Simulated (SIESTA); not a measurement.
A run of SIESTA 5.4.2 is set up as follows.

run.py

```python
from ase import Atoms
from ase.calculators.siesta import Siesta
from ase.units import Ry, GPa

atoms = Atoms(
    ['Ge', 'Ge'],
    cell=[
        [0.0, 2.82891, 2.82891],
        [2.82891, 0.0, 2.82891],
        [2.82891, 2.82891, 0.0],
    ],
    scaled_positions=[
        [0.75, 0.75, 0.75],
        [0.5, 0.5, 0.5],
    ],
    pbc=True,
)

fdf = {
    'SCFMustConverge': False,
    'OccupationFunction': 'FD',
    'ElectronicTemperature': '0.05 eV',
    'MaxSCFIterations': '120',
    'SCF.Mixer.Method': 'Pulay',
    'SCF.Mixer.Weight': '0.25',
    'SCF.Mixer.History': '8',
    'SCF.DM.Tolerance': '5.0e-05',
    'SCF.H.Tolerance': '1.0e-03 eV',
    'WriteForces': 'true',
    'Charge.Mulliken': 'end',
    'BandLinesScale': 'ReciprocalLatticeVectors',
    'BandLines': ['  1    0.000000   0.000000   0.000000  \\Gamma', ' 12    0.500000   0.000000   0.500000  X', '  6    0.500000   0.250000   0.750000  W', '  4    0.375000   0.375000   0.750000  K', ' 13    0.000000   0.000000   0.000000  \\Gamma', ' 11    0.500000   0.500000   0.500000  L', '  8    0.625000   0.250000   0.625000  U', '  4    0.500000   0.250000   0.750000  W', '  9    0.500000   0.500000   0.500000  L', '  8    0.375000   0.375000   0.750000  K', '  1    0.625000   0.250000   0.625000  U', '  4    0.500000   0.000000   0.500000  X'],
    'PAO.Basis': ['Ge.1 4', 'n=4 0 2', '  5.960 0.000', 'n=4 1 2', '  8.049 0.000', 'n=3 2 2', '  3.195 0.000', 'n=4 2 1', '  8.049'],
}
calc = Siesta(
    label="Ge",
    command="siesta < PREFIX.fdf > PREFIX.out",
    pseudo_path="pseudos",
    pseudo_qualifier="",
    xc=('GGA', 'BLYP'),
    basis_set="DZP",
    mesh_cutoff=800 * Ry,
    energy_shift=0.003 * Ry,
    kpts=[8, 8, 8],
    spin="non-polarized",
    fdf_arguments=fdf,
)
atoms.calc = calc

print(f"energy = {atoms.get_potential_energy():.6f} eV")
free = atoms.get_potential_energy(force_consistent=True)
print(f"free energy = {free:.6f} eV")
print("forces (eV/A):")
print(atoms.get_forces(apply_constraint=False).round(6))
print("stress (GPa, Voigt order, tension positive):", (atoms.get_stress() / GPa).round(4))
```

Potentials or basis: PseudoDojo 0.4 standard (PBE files), DZP (energy shift 0.003 Ry; two zetas on semicore shells).

Launch:

```sh
$ python run.py
```

(1) What does it give for the band gap on the k mesh?

(2) What does it give for the pressure?

## Answers

(1) none (metal or under the smearing width).

(2) 7.9 GPa.

Caveat: the potentials were made for another functional, which shifts forces and pressure; the basis of atomic orbitals isn't converged, which shifts pressures, moduli and gaps.

**The experiment to reproduce.**

“Temperature-dependent photoluminescence in Ge: experiment and theory”, 2020, arxiv:2003.00143 reports, for a bulk crystal of Ge at 0 K: band gap 0.744 eV (indirect).

A measured gap of Ge is 0.744 eV (indirect; 0 K; “Temperature-dependent photoluminescence in Ge: experiment and theory”, 2020, arxiv:2003.00143); the calculated 0.00 eV misses it by -0.74 eV. 3 values of this kind are on record (0.666 to 0.807 eV); this one was drawn at random among those near their median. Spin-orbit coupling on Ge is left out. The value is that of BLYP in an atomic basis (PseudoDojo 0.4 standard (PBE files), DZP (energy shift 0.003 Ry; two zetas on semicore shells)), whose error adds to the functional's, on a finite k mesh, which can miss the band edges, without temperature or zero-point motion. Semilocal functionals fall short of measured gaps as a rule.
